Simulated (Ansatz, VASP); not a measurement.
**Hf in VASP and in Ansatz**

```
CELL_PARAMETERS angstrom
-1.76170 1.76170 1.76170
1.76170 -1.76170 1.76170
1.76170 1.76170 -1.76170
ATOMIC_POSITIONS crystal
Hf 0.00000 0.00000 0.00000
```

Change from the starting cell: volume scaled by 0.98, PAW files.

Alike in both runs: task electric field gradients; functional PBE; k mesh 16 × 16 × 16; occupations fermi-dirac, width 0.08 eV; no spin polarisation.

|  | VASP | Ansatz |
| --- | --- | --- |
| version | VASP 6.6.1 | Ansatz 0.2.0 |
| potentials or method | VASP PAW PBE potentials, release 64 (Hf_pv) | PAW with Ansatz's default frozen-core files, scalar-relativistic |
| plane-wave cutoff (eV) | 520 | 420 |
| valence electrons in the cell | 10 | 26 |

VASP gave:

- pressure (GPa): 1.7
- Vzz of the field gradient on the site that differs most (V/Å²): 0.0

Problem. Estimate Ansatz's values.

Solution. Pressure (GPa): 2.1; Vzz of the field gradient on the site that differs most (V/Å²): 0.0.

With one functional, cell and mesh, what is left measures potentials, basis and numerics. The two sets of potentials don't hold the same shells in valence. Ansatz warned: «gradients_without_spin_orbit».

The runs have no spin-orbit coupling, so splittings on Hf are missing.
